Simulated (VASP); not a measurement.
In:

```xyz
1
Lattice="-1.6947 1.6947 2.2974 1.6947 -1.6947 2.2974 1.6947 1.6947 -2.2974" Properties=species:S:1:pos:R:3 pbc="T T T"
In    0.0000    0.0000    0.0000
```

* Program: VASP 6.6.1
* Task: relaxation of cell and atoms
* Functional: PBEsol
* Potentials or basis: VASP PAW PBE potentials, release 64 (In)
* Cutoff: 580 eV
* k mesh: 18 × 18 × 18
* Occupations: gaussian, width 0.1 eV
* Spin: no spin polarisation

At the start: pressure -1.0 GPa; volume 26.39 Å³/atom.

Q: Where does the relaxation end?

A: Over 8 steps the energy falls by 3.0 meV/atom and the volume is 25.84 Å³/atom (-2.1 %); space group Fm-3m (No. 225, to 0.05 Å).

The path:
| step | energy change (eV) | largest force (eV/Å) | pressure (GPa) | volume (Å³) |
| --- | --- | --- | --- | --- |
| 1 | 0.0000 | 0.0000 | -1.01 | 26.39 |
| 2 | -0.0021 | 0.0000 | 0.05 | 25.76 |
| 3 | -0.0021 | 0.0000 | 0.02 | 25.78 |
| 4 | -0.0021 | 0.0000 | 0.02 | 25.78 |
| 5 | -0.0024 | 0.0000 | 0.03 | 25.79 |
| 6 | -0.0028 | 0.0000 | 0.01 | 25.81 |
| 7 | -0.0029 | 0.0000 | -0.05 | 25.85 |
| 8 | -0.0030 | 0.0000 | -0.02 | 25.84 |

Final structure:
```yaml
crystal:
  lattice:
    - [-1.65980, 1.65980, 2.34447]
    - [1.65980, -1.65980, 2.34447]
    - [1.65980, 1.65980, -2.34447]
  atoms:
    - { symbol: In, position: [0.00000, 0.00000, 0.00000] }
```

Caveat: the PAW data sets were made with another functional, which shifts forces and pressure a little.
